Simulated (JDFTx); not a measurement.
# K (Im-3m) in JDFTx: convergence with k mesh

Aim: find how far k mesh must go before the results for K settle, at PBEsol. This setting moves, with any that are tied to it; all else stays.

Program: JDFTx 1.7.0 (patched build). These are calculated values, not measurements. Logs are shortened: lines on timing, memory, paths and dates and some standing lists are left out, and cuts for length are marked. The log counts tension as positive stress, the text compression.

**1. The crystal as given**

The structure is cubic, space group Im-3m (No. 229). The conventional cell has a = 5.395 Å, b = 5.395 Å, c = 5.395 Å, α = 90.00°, β = 90.00°, γ = 90.00°.

**2. With k mesh 1 × 1 × 1**

K.in

```
include K.lattice
coords-type Lattice
include K.ionpos

ion-species pseudo/K.upf
elec-cutoff 37
elec-ex-corr gga-PBEsol
kpoint-folding 1 1 1
elec-smearing Gauss 0.0018374661
elec-n-bands 10
electronic-SCF nIterations 100 energyDiffThreshold 1e-09
electronic-minimize nIterations 30 energyDiffThreshold 1e-7
converge-empty-states yes
forces-output-coords Cartesian

dump-name run.$VAR
dump End Ecomponents EigStats BandEigs Kpoints Forces Stress
```

K.lattice

```
lattice \
   -5.0976468017     5.0976468017     5.0976468017 \
    5.0976468017    -5.0976468017     5.0976468017 \
    5.0976468017     5.0976468017    -5.0976468017
```

K.ionpos

```
ion K      0.0000000000     0.0000000000     0.0000000000 1
```

Potentials or basis: PseudoDojo-SR-PBEsol-0.4-stringent.

The run is started by

```console
$ jdftx -c 1 -i K.in -o K.out
```

It took 4 s on 1 thread of Intel Xeon Platinum 8488C (Sapphire Rapids), shared host; peak memory 0.08 GiB.

Results:

- Free energy: -773.1570 eV
- Pressure: -1.2 GPa

**3. With k mesh 2 × 2 × 2**

Edit K.in of step 2 so:

```diff
@@ -7,3 +7,3 @@
 elec-ex-corr gga-PBEsol
-kpoint-folding 1 1 1
+kpoint-folding 2 2 2
 elec-smearing Gauss 0.0018374661
```

K.lattice is that of step 2.

K.ionpos is that of step 2.

Potentials or basis: PseudoDojo-SR-PBEsol-0.4-stringent.

The run is started by

```console
$ jdftx -c 1 -i K.in -o K.out
```

Wall time 12 s (1 thread of Intel Xeon Platinum 8488C (Sapphire Rapids), shared host); peak memory 0.09 GiB.

What came out:

```yaml
Free_energy: -771.3928 eV
Pressure: 0.0 GPa
Band_gap_on_the_k_mesh: none (metal or under the smearing width)
```

**4. With k mesh 3 × 3 × 3**

Edit K.in of step 3 so:

```diff
@@ -7,3 +7,3 @@
 elec-ex-corr gga-PBEsol
-kpoint-folding 2 2 2
+kpoint-folding 3 3 3
 elec-smearing Gauss 0.0018374661
```

K.lattice is that of step 3.

K.ionpos is that of step 3.

The run is started by

```console
$ jdftx -c 1 -i K.in -o K.out
```

It took 12 s on 1 thread of Intel Xeon Platinum 8488C (Sapphire Rapids), shared host; peak memory 0.09 GiB.

Results:

| Quantity | Value |
| --- | --- |
| Free energy | -772.0441 eV |
| Pressure | -0.4 GPa |
| Band gap on the k mesh | none (metal or under the smearing width) |

**5. With k mesh 4 × 4 × 4**

Edit K.in of step 4 so:

```diff
@@ -7,3 +7,3 @@
 elec-ex-corr gga-PBEsol
-kpoint-folding 3 3 3
+kpoint-folding 4 4 4
 elec-smearing Gauss 0.0018374661
```

K.lattice is that of step 4.

K.ionpos is that of step 4.

The run is started by

```console
$ jdftx -c 1 -i K.in -o K.out
```

It took 20 s on 1 thread of Intel Xeon Platinum 8488C (Sapphire Rapids), shared host; peak memory 0.1 GiB.

What came out:

* Free energy: -771.8984 eV
* Pressure: -0.2 GPa
* Band gap on the k mesh: none (metal or under the smearing width)

**6. With k mesh 5 × 5 × 5**

Edit K.in of step 5 so:

```diff
@@ -7,3 +7,3 @@
 elec-ex-corr gga-PBEsol
-kpoint-folding 4 4 4
+kpoint-folding 5 5 5
 elec-smearing Gauss 0.0018374661
```

K.lattice is that of step 5.

K.ionpos is that of step 5.

Potentials or basis: PseudoDojo-SR-PBEsol-0.4-stringent.

The run is started by

```console
$ jdftx -c 1 -i K.in -o K.out
```

Wall time 25 s (1 thread of Intel Xeon Platinum 8488C (Sapphire Rapids), shared host); peak memory 0.1 GiB.

Results (log left out):

- Free energy: -771.9572 eV
- Pressure: -0.3 GPa
- Band gap on the k mesh: none (metal or under the smearing width)

**7. With k mesh 6 × 6 × 6**

Edit K.in of step 6 so:

```diff
@@ -7,3 +7,3 @@
 elec-ex-corr gga-PBEsol
-kpoint-folding 5 5 5
+kpoint-folding 6 6 6
 elec-smearing Gauss 0.0018374661
```

K.lattice is that of step 6.

K.ionpos is that of step 6.

The run is started by

```console
$ jdftx -c 1 -i K.in -o K.out
```

It took 43 s on 1 thread of Intel Xeon Platinum 8488C (Sapphire Rapids), shared host; peak memory 0.1 GiB.

It converged, with:

| Item | Value |
| --- | --- |
| Free energy | -771.9402 eV |
| Pressure | -0.3 GPa |
| Band gap on the k mesh | none (metal or under the smearing width) |

**8. With k mesh 7 × 7 × 7**

Edit K.in of step 7 so:

```diff
@@ -7,3 +7,3 @@
 elec-ex-corr gga-PBEsol
-kpoint-folding 6 6 6
+kpoint-folding 7 7 7
 elec-smearing Gauss 0.0018374661
```

K.lattice is that of step 7.

K.ionpos is that of step 7.

The run is started by

```console
$ jdftx -c 1 -i K.in -o K.out
```

Wall time 47 s (1 thread of Intel Xeon Platinum 8488C (Sapphire Rapids), shared host); peak memory 0.11 GiB.

Results (log left out):

* Free energy: -771.9571 eV
* Pressure: -0.3 GPa
* Band gap on the k mesh: none (metal or under the smearing width)

**9. With k mesh 8 × 8 × 8**

Edit K.in of step 8 so:

```diff
@@ -7,3 +7,3 @@
 elec-ex-corr gga-PBEsol
-kpoint-folding 7 7 7
+kpoint-folding 8 8 8
 elec-smearing Gauss 0.0018374661
```

K.lattice is that of step 8.

K.ionpos is that of step 8.

Potentials or basis: PseudoDojo-SR-PBEsol-0.4-stringent.

The run is started by

```console
$ jdftx -c 1 -i K.in -o K.out
```

Output:

```text
*************** JDFTx 1.7.0 (patched build) ***************

Input parsed successfully to the following command list (including defaults):
[... the input with its defaults ...]

---------- Setting up symmetries ----------

Found 48 point-group symmetries of the bravais lattice
Found 48 space-group symmetries with basis
Applied RMS atom displacement 0 bohrs to make symmetries exact.

---------- Initializing the Grid ----------
R =
[     -5.09765      5.09765      5.09765  ]
[      5.09765     -5.09765      5.09765  ]
[      5.09765      5.09765     -5.09765  ]
unit cell volume = 529.87
G =
[ -1.13072e-17   0.616283   0.616283  ]
[   0.616283 -1.13072e-17   0.616283  ]
[   0.616283   0.616283 -1.13072e-17  ]
Minimum fftbox size, Smin = [  52  52  52  ]
Chosen fftbox size, S = [  54  54  54  ]

---------- Exchange Correlation functional ----------
Initalized PBEsol GGA exchange.
Initalized PBEsol GGA correlation.

---------- Setting up pseudopotentials ----------
Width of ionic core gaussian charges (only for fluid interactions / plotting) set to 0

Reading pseudopotential file 'pseudo/K.upf':
  'K' pseudopotential, 'PBESOL' functional
  Generated using ONCVPSP code by D. R. Hamann
  9 valence electrons, 3 orbitals, 6 projectors, 1001 radial grid points, with lMax = 2
    3S    l: 0   occupation:  2.0   eigenvalue: -1.296039
    3P    l: 1   occupation:  6.0   eigenvalue: -0.690783
    4S    l: 0   occupation:  1.0   eigenvalue: -0.084574
  WARNING: large normalization error in atomic orbital 2s (integral: 0.981092).
  Core radius for overlap checks: 1.56 bohrs.

Initialized 1 species with 1 total atoms.

Folded 1 k-points by 8x8x8 to 512 k-points.

---------- Setting up k-points, bands, fillings ----------
Reduced to 29 k-points under symmetry.
Computing the number of bands and number of electrons
Calculating initial fillings.
nElectrons:   9.000000   nBands: 10   nStates: 29

----- Setting up reduced wavefunction bases (one per k-point) -----
average nbasis = 5694.771 , ideal nbasis = 5695.945

---------- Setting up ewald sum ----------
Optimum gaussian width for ewald sums = 3.182861 bohr.
Real space sum over 2197 unit cells with max indices [  6  6  6  ]
Reciprocal space sum over 2197 terms with max indices [  6  6  6  ]

---------- Allocating electronic variables ----------
Initializing wave functions:  linear combination of atomic orbitals
Note: number of bands (10) exceeds available atomic orbitals (5)
K pseudo-atom occupations:   s ( 2 1 )  p ( 6 )
	FillingsUpdate:  mu: +0.096088593  nElectrons: 9.000000
LCAOMinimize: Iter:   0  F: -28.3515103927589713  |grad|_K:  3.721e-05  alpha:  1.000e+00
	FillingsUpdate:  mu: +0.096110347  nElectrons: 9.000000
LCAOMinimize: Iter:   1  F: -28.3515121763632685  |grad|_K:  1.413e-06  alpha:  8.892e-01  linmin: -6.899e-03  cgtest:  5.882e-02
LCAOMinimize: Encountered beta<0, resetting CG.
	FillingsUpdate:  mu: +0.096109972  nElectrons: 9.000000
LCAOMinimize: Iter:   2  F: -28.3515121792654696  |grad|_K:  5.060e-08  alpha:  1.003e+00  linmin: -9.288e-04  cgtest:  2.151e-03
	FillingsUpdate:  mu: +0.096110000  nElectrons: 9.000000
LCAOMinimize: Iter:   3  F: -28.3515121792685711  |grad|_K:  1.483e-09  alpha:  8.687e-01  linmin: -1.026e-01  cgtest:  8.502e-01
LCAOMinimize: Encountered beta<0, resetting CG.
LCAOMinimize: Converged (|Delta F|<1.000000e-06 for 2 iters).

-------- Electronic minimization -----------
Will mix electronic density at each iteration.
	FillingsUpdate:  mu: +0.096110000  nElectrons: 9.000000
	FillingsUpdate:  mu: +0.057738698  nElectrons: 9.000000
SCF: Cycle:  0   F: -28.368324239906276   dF: -1.681e-02   |Residual|: 3.540e-03   |deigs|: 1.598e-01
	FillingsUpdate:  mu: +0.056998616  nElectrons: 9.000000
SCF: Cycle:  1   F: -28.368543150411107   dF: -2.189e-04   |Residual|: 2.024e-03   |deigs|: 1.459e-02
	FillingsUpdate:  mu: +0.056574762  nElectrons: 9.000000
SCF: Cycle:  2   F: -28.368623280995251   dF: -8.013e-05   |Residual|: 9.773e-04   |deigs|: 6.625e-03
	FillingsUpdate:  mu: +0.056427017  nElectrons: 9.000000
SCF: Cycle:  3   F: -28.368646388838169   dF: -2.311e-05   |Residual|: 5.339e-04   |deigs|: 3.511e-03
	FillingsUpdate:  mu: +0.056375543  nElectrons: 9.000000
SCF: Cycle:  4   F: -28.368652528283523   dF: -6.139e-06   |Residual|: 8.155e-05   |deigs|: 2.138e-03
	FillingsUpdate:  mu: +0.056371586  nElectrons: 9.000000
SCF: Cycle:  5   F: -28.368654604676749   dF: -2.076e-06   |Residual|: 5.139e-05   |deigs|: 1.386e-03
	FillingsUpdate:  mu: +0.056373657  nElectrons: 9.000000
SCF: Cycle:  6   F: -28.368655373309757   dF: -7.686e-07   |Residual|: 7.218e-06   |deigs|: 1.020e-03
	FillingsUpdate:  mu: +0.056372924  nElectrons: 9.000000
SCF: Cycle:  7   F: -28.368655657546142   dF: -2.842e-07   |Residual|: 6.593e-06   |deigs|: 7.826e-04
	FillingsUpdate:  mu: +0.056374149  nElectrons: 9.000000
SCF: Cycle:  8   F: -28.368655759103980   dF: -1.016e-07   |Residual|: 1.364e-05   |deigs|: 5.280e-04
	FillingsUpdate:  mu: +0.056373285  nElectrons: 9.000000
SCF: Cycle:  9   F: -28.368655797693020   dF: -3.859e-08   |Residual|: 5.238e-06   |deigs|: 4.366e-04
	FillingsUpdate:  mu: +0.056373515  nElectrons: 9.000000
SCF: Cycle: 10   F: -28.368655812513399   dF: -1.482e-08   |Residual|: 4.411e-06   |deigs|: 4.810e-04
	FillingsUpdate:  mu: +0.056374445  nElectrons: 9.000000
SCF: Cycle: 11   F: -28.368655818295714   dF: -5.782e-09   |Residual|: 9.767e-06   |deigs|: 5.825e-04
	FillingsUpdate:  mu: +0.056373545  nElectrons: 9.000000
SCF: Cycle: 12   F: -28.368655820800651   dF: -2.505e-09   |Residual|: 5.327e-07   |deigs|: 6.010e-04
	FillingsUpdate:  mu: +0.056373594  nElectrons: 9.000000
SCF: Cycle: 13   F: -28.368655821780226   dF: -9.796e-10   |Residual|: 4.190e-07   |deigs|: 3.941e-04
	FillingsUpdate:  mu: +0.056373559  nElectrons: 9.000000
SCF: Cycle: 14   F: -28.368655822248122   dF: -4.679e-10   |Residual|: 1.790e-07   |deigs|: 2.790e-04
SCF: Converged (|Delta E|<1.000000e-09 for 2 iters).

Setting wave functions to eigenvectors of Hamiltonian
Converging empty states (this may take a while):
EmptyStates: None of the convergence criteria satisfied.
|deigs|: 1.165e-03

# Stress tensor in Cartesian coordinates [Eh/a0^3]:
[  1.03777e-05            0            0  ]
[            0  1.03777e-05            0  ]
[            0            0  1.03777e-05  ]

# Ionic positions in lattice coordinates:
ion K   0.000000000000000   0.000000000000000   0.000000000000000 1

# Forces in Cartesian coordinates:
force K   0.000000000000000   0.000000000000000   0.000000000000000 1

# Energy components:
   Eewald =      -14.4565679458164880
       EH =        9.7474293227366164
     Eloc =      -33.4746991993483007
      Enl =        4.2646466364731985
      Exc =       -6.2810680659375384
 Exc_core =        1.6277389440350865
       KE =       10.2040939733091118
-------------------------------------
     Etot =      -28.3684263345483103
       TS =        0.0002294876998108
-------------------------------------
        F =      -28.3686558222481224

IonicMinimize: Iter:   0  F: -28.368655822248122  |grad|_K:  0.000e+00
IonicMinimize: Converged (|grad|_K<1.000000e-04).

#--- Lowdin population analysis ---
# oxidation-state K +0.031

Dumping 'run.eigStats' ...
	eMin: -1.122481 at state 0 ( [ +0.000000 +0.000000 +0.000000 ] spin 0 )
	HOMO: +0.053759 at state 8 ( [ +0.000000 +0.250000 +0.250000 ] spin 0 )
	mu  : +0.056374
	LUMO: +0.059052 at state 7 ( [ +0.000000 +0.125000 +0.375000 ] spin 0 )
	eMax: +0.279892 at state 18 ( [ +0.125000 +0.500000 +0.500000 ] spin 0 )
	HOMO-LUMO gap: +0.005293
	Optical gap  : +0.069213 at state 8 ( [ +0.000000 +0.250000 +0.250000 ] spin 0 )
WARNING: the last solve of the electrons (or of bands or displaced states from it) ended unconverged.
Done!
[note: the HOMO, LUMO and gaps printed at the end count levels as full or empty at half filling, so they show a gap where a level is partly filled]
```

It took 71 s on 1 thread of Intel Xeon Platinum 8488C (Sapphire Rapids), shared host; peak memory 0.13 GiB.

What came out:

```
Free energy            : -771.9505 eV
Pressure               : -0.3 GPa
Band gap on the k mesh : none (metal or under the smearing width)
```

**10. The series at a glance**

```
   k mesh  energy less the tightest run, at zero smearing (meV/atom)  pressure (GPa)  SCF cycles  CPU time (s)  peak memory (GiB)
1 × 1 × 1                                                   -1181.49           -1.19          10           3.8               0.08
2 × 2 × 2                                                     575.93            0.00          22            12               0.09
3 × 3 × 3                                                     -94.38           -0.42          14            12               0.09
4 × 4 × 4                                                      59.40           -0.23          14            20                0.1
5 × 5 × 5                                                      -5.10           -0.32          13            25                0.1
6 × 6 × 6                                                      13.33           -0.29          17            43                0.1
7 × 7 × 7                                                      -7.56           -0.32          13            47               0.11
8 × 8 × 8                                                       0.00           -0.31          15            71               0.13
```

Against the tightest run, the pressure stays within 0.1 GPa from 4 × 4 × 4 on. Not settled before the last step: the energy (to 1 meV/atom). Meshes of other sizes hit other points, so gaps and Fermi surfaces needn't settle smoothly. The tightest run that finished is the yardstick and may itself not be fully converged.

Caveats: the empty levels aren't tightly converged.
